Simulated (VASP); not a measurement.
# WS2 in VASP: a series of runs

The runs below take WS2 through single point, with r2SCAN.

All numbers are computed with VASP 6.6.1; they aren't measurements. Logs are shortened: lines on timing, memory, paths and dates and some standing lists are left out, and cuts for length are marked.

## Step 1: The sheet as given

The cell holds a sheet with vacuum, 3 atoms: a = 3.181 Å, b = 3.181 Å, c = 30.080 Å, α = 90.00°, β = 90.00°, γ = 120.00°.

The cell was built by a generator and needn't be a form met in nature.

## Step 2: Single point, r2SCAN

POSCAR reads:

```
WS2
1.0
    3.1813696144      0.0000000000      0.0000000000
   -1.5906848072      2.7551469049      0.0000000000
    0.0000000000      0.0000000000     30.0800000023
S W
2 1
Direct
    0.6666666667      0.3333333333      0.2330678952
    0.6666666667      0.3333333333      0.3367459346
    0.3333333333      0.6666666667      0.2849069149
```

INCAR.step1 reads:

```
PREC = Accurate
ENCUT = 520
ISMEAR = 0
SIGMA = 0.03
LREAL = False
LASPH = True
NELM = 100
LDIPOL = True
IDIPOL = 3
DIPOL = 0.5 0.5 0.285
NBANDS = 20
GGA = PE
ALGO = Normal
EDIFF = 1E-4
LWAVE = True
LCHARG = False
```

INCAR.step2 reads:

```
PREC = Accurate
ENCUT = 520
EDIFF = 1E-7
ISMEAR = 0
SIGMA = 0.03
LREAL = False
LASPH = True
NELM = 100
ALGO = Normal
ISIF = 2
LWAVE = False
LCHARG = False
LDIPOL = True
IDIPOL = 3
DIPOL = 0.5 0.5 0.285
METAGGA = R2SCAN
LMIXTAU = True
NBANDS = 20
ISTART = 1
```

KPOINTS reads:

```
Automatic mesh
0
Gamma
  12 12 1
```

Potentials or basis: VASP PAW PBE potentials, release 64 (S, W_sv).

The run is started by

```
$ cat potpaw_PBE.64/S/POTCAR potpaw_PBE.64/W_sv/POTCAR > POTCAR
$ cp INCAR.step1 INCAR
$ mpirun -np 1 vasp_std > vasp.out
$ cp INCAR.step2 INCAR
$ mpirun -np 1 vasp_std > vasp.out
```

OUTCAR:

```text
PREC = Accurate
   ENCUT = 520
   EDIFF = 1E-7
   ISMEAR = 0
   LREAL = False
   LASPH = True
   NELM = 100
   ISIF = 2
   METAGGA = R2SCAN
   ISTART = 1

 ion  position               nearest neighbor table
   1  0.667  0.333  0.233-   3 2.41   3 2.41   3 2.41
   2  0.667  0.333  0.337-   3 2.41   3 2.41   3 2.41
   3  0.333  0.667  0.285-   1 2.41   2 2.41   1 2.41   2 2.41   1 2.41   2 2.41

  LATTYP: Found a hexagonal cell.
 ALAT       =     3.1813696144
 C/A-ratio  =     9.4550472432

  Lattice vectors:

 A1 = (   3.1813696144,   0.0000000000,   0.0000000000)
 A2 = (  -1.5906848072,   2.7551469049,   0.0000000000)
 A3 = (   0.0000000000,   0.0000000000,  30.0800000023)

Analysis of symmetry for initial positions (statically):
=====================================================================
 Subroutine PRICEL returns:
 Original cell was already a primitive cell.

 Routine SETGRP: Setting up the symmetry group for a
 hexagonal supercell.

 Subroutine GETGRP returns: Found 12 space group operations
 (whereof  6 operations were pure point group operations)
 out of a pool of 24 trial point group operations.

The static configuration has the point symmetry C_3v.
 The point group associated with its full space group is D_3h.

Analysis of symmetry for dynamics (positions and initial velocities):
=====================================================================
 Subroutine PRICEL returns:
 Original cell was already a primitive cell.

 Routine SETGRP: Setting up the symmetry group for a
 hexagonal supercell.

 Subroutine GETGRP returns: Found 12 space group operations
 (whereof  6 operations were pure point group operations)
 out of a pool of 24 trial point group operations.

The dynamic configuration has the point symmetry C_3v.
 The point group associated with its full space group is D_3h.

 Subroutine INISYM returns: Found 12 space group operations
 (whereof  6 operations are pure point group operations),
 and found     1 'primitive' translations

----------------------------------------------------------------------------------------

                                     Primitive cell

  volume of cell :     263.6554

  direct lattice vectors                    reciprocal lattice vectors
     3.181369614  0.000000000  0.000000000     0.314330028  0.181478526  0.000000000
    -1.590684807  2.755146905  0.000000000     0.000000000  0.362957053  0.000000000
[... 86 lines left out ...]
   NFREE  =      0    steps in history (QN), initial steepest desc. (CG)
   ISIF   =      2    stress and relaxation
   ISYM   =      2    0-nonsym 1-usesym 2-fastsym
   POTIM  = 0.5000    time-step for ionic-motion
   TEBEG  =    0.0;   TEEND  =   0.0 temperature during run
   PSTRESS=    0.0 pullay stress
   NELECT =      26.0000    total number of electrons
   NUPDOWN=      -1.0000    fix difference up-down
   EMIN   =  10.00;   EMAX   =-10.00  energy-range for DOS
   EFERMI =   0.00;   METHOD = LEGACY
   ISMEAR =     0;   SIGMA  =   0.03  broadening in eV -4-tet -1-fermi 0-gaus
   EFERMI_NEDOS =   21; number of points for ismear=-14 and -15
   IALGO  =     38    algorithm
   IMIX   =      4    mixing-type and parameters
     AMIX     =   0.40;   BMIX     =  1.00
     AMIX_MAG =   1.60;   BMIX_MAG =  1.00
  volume/ion in A,a.u.               =      87.89       593.08
  Fermi-wavevector in a.u.,A,eV,Ry     =   0.756346  1.429286  7.783334  0.572059
  Thomas-Fermi vector in A             =   1.854446
   LORBIT       =      0    0 simple, 1 ext, 2 COOP (PROOUT), +10 PAW based schemes
   METAGGA = R2SCAN    functional components
   LHFCALC =     F    Hartree Fock is set to
   AEXX    =    0.0000 exact exchange contribution
   IVDW    =     0    specifies the selected vdW correction
   LEPSILON=     F    determine dielectric tensor
   LRPA    =     F    only Hartree local field effects (RPA)
 non-spin polarized calculation
 Gauss-broadening in eV      SIGMA  =   0.03
  energy-cutoff  :      520.00
  volume of cell :      263.66
 maximum number of plane-waves:      7145
 NGX is ok and might be reduce to    24
   NGX = 11   NGY = 11   NGZ =111

 dipolmoment           0.000000      0.000000      0.000001 electrons x Angstroem

 number of electron      26.0000000 magnetization

 dipolmoment           0.000000      0.000000     -0.000001 electrons x Angstroem

 Free energy of the ion-electron system (eV)
  ---------------------------------------------------
  ext. energy  EPLUGINS =         0.00000000
  ---------------------------------------------------
  free energy    TOTEN  =       -70.03992684 eV

  energy without entropy =      -70.03992684  energy(sigma->0) =      -70.03992684

 E-fermi :  -3.1764     XC(G=0):  -2.5943

 val. band max:       -3.3513739235   @ k =   0.0000   0.0000   0.0000
 cond. band min:      -1.4409718381   @ k =   0.3333   0.3333   0.0000
 fundamental gap:      1.9104020853
 Fermi energy:        -3.1763817432

 k-point     1 :       0.0000    0.0000    0.0000
  band No.  band energies     occupation
      1     -79.3215      2.00000
      2     -42.9089      2.00000
      3     -42.7553      2.00000
      4     -42.7553      2.00000
      5     -18.8485      2.00000
      6     -17.1101      2.00000
[... 426 lines left out ...]
     19       4.0994      0.00000
     20       6.6292      0.00000

------------------------ aborting loop because EDIFF is reached ----------------------------------------

 vacuum level on the upper side and lower side of the slab       (xc-potential included)        -0.018        -0.018

  FORCE on cell =-STRESS in cart. coord.  units (eV):
  Direction    XX          YY          ZZ          XY          YZ          ZX
  --------------------------------------------------------------------------------------
  -------------------------------------------------------------------------------------
  Total        0.0610606      0.0610606      0.0241265     -0.0000000     -0.0000000     -0.0000000
  in kB        0.3710522      0.3710522      0.1466115     -0.0000000     -0.0000000     -0.0000000
  external PRESSURE =       0.2962386 kB  Pullay stress =       0.0000000 kB

 VOLUME and BASIS-vectors are now :
 -----------------------------------------------------------------------------
  energy-cutoff  :      520.00
  volume of cell :      263.66
      direct lattice vectors                 reciprocal lattice vectors
     3.181369614  0.000000000  0.000000000     0.314330028  0.181478526  0.000000000
    -1.590684807  2.755146905  0.000000000     0.000000000  0.362957053  0.000000000
     0.000000000  0.000000000 30.080000002     0.000000000  0.000000000  0.033244681

 POSITION                                       TOTAL-FORCE (eV/Angst)
 -----------------------------------------------------------------------------------
      1.59068      0.91838      7.01068        -0.000000      0.000000     -0.015749
      1.59068      0.91838     10.12932        -0.000000      0.000000      0.015749
     -0.00000      1.83676      8.57000         0.000000     -0.000000      0.000000
 -----------------------------------------------------------------------------------
    total drift:                                0.000001      0.000001      0.000060

  FREE ENERGIE OF THE ION-ELECTRON SYSTEM (eV)
  ---------------------------------------------------
  free  energy   TOTEN  =       -70.0399268361 eV

  energy  without entropy=      -70.0399268361  energy(sigma->0) =      -70.03992684

 vacuum level on the upper side and lower side of the slab         2.522         2.522
```

OUTCAR.step1:

```text
PREC = Accurate
   ENCUT = 520
   ISMEAR = 0
   LREAL = False
   LASPH = True
   NELM = 100
   GGA = PE
   EDIFF = 1E-4

 ion  position               nearest neighbor table
[... 661 lines left out ...]
     -0.00000      1.83676      8.57000        -0.000000      0.000000     -0.000000
 -----------------------------------------------------------------------------------
    total drift:                               -0.000000      0.000000     -0.003018

  FREE ENERGIE OF THE ION-ELECTRON SYSTEM (eV)
  ---------------------------------------------------
  free  energy   TOTEN  =       -23.6691737360 eV

  energy  without entropy=      -23.6691737360  energy(sigma->0) =      -23.66917374

 vacuum level on the upper side and lower side of the slab         1.895         2.094
```

OSZICAR.step1:

```text
N       E                     dE             d eps       ncg     rms          rms(c)
DAV:   1     0.180755454989E+03    0.18076E+03   -0.12773E+04   928   0.981E+02
DAV:   2    -0.723272189201E+01   -0.18799E+03   -0.18283E+03  1044   0.218E+02
DAV:   3    -0.248047696355E+02   -0.17572E+02   -0.17509E+02  1076   0.672E+01
DAV:   4    -0.250576020920E+02   -0.25283E+00   -0.25212E+00  1020   0.964E+00
DAV:   5    -0.250632522328E+02   -0.56501E-02   -0.56489E-02  1052   0.145E+00    0.266E+01
DAV:   6    -0.238561087382E+02    0.12071E+01   -0.67823E+00   872   0.171E+01    0.109E+01
DAV:   7    -0.237438523182E+02    0.11226E+00   -0.17679E+00   876   0.724E+00    0.486E+00
DAV:   8    -0.236720062626E+02    0.71846E-01   -0.39089E-01   904   0.405E+00    0.106E+00
DAV:   9    -0.236711311370E+02    0.87513E-03   -0.19550E-02  1016   0.880E-01    0.687E-01
DAV:  10    -0.236693654404E+02    0.17657E-02   -0.88191E-03   936   0.627E-01    0.648E-02
DAV:  11    -0.236692105783E+02    0.15486E-03   -0.75980E-04   940   0.180E-01    0.718E-02
DAV:  12    -0.236691737360E+02    0.36842E-04   -0.49040E-05   596   0.435E-02
   1 F= -.23669174E+02 E0= -.23669174E+02  d E =-.147785E-15
```

Wall time 6 min (1 thread of Intel Xeon Platinum 8488C (Sapphire Rapids), shared host); peak memory 0.44 GiB.

What came out:

- Free energy: -70.0399 eV
- Largest force: 0.016 eV/Å
- Band gap on the k mesh: 1.91 eV, indirect (least direct gap 1.93 eV)

Forces in eV/Å, atoms in the order of the input:
```
S    0.000  0.000 -0.016
S    0.000  0.000  0.016
W    0.000  0.000  0.000
```

Levels at points of the mesh, in eV from the valence-band top:
```tsv
k point	band 9	band 10	band 11	band 12	band 13	band 14	band 15	band 16	band 17	band 18
(0.00, 0.00, 0.00)	-3.07	-2.23	-1.78	-1.78	0.00	3.07	3.07	3.23	3.23	5.61
(0.50, 0.00, 0.00)	-4.65	-3.64	-2.27	-1.43	-0.98	3.00	3.47	4.41	5.01	5.55
```

Caveat: the PAW data sets were made with another functional, which shifts forces and pressure a little; spin-orbit coupling is left out, which moves the levels of the heavy elements. r2SCAN opens gaps a little over a GGA but as a rule still falls short of measured ones.

[end of part 1 of 2]
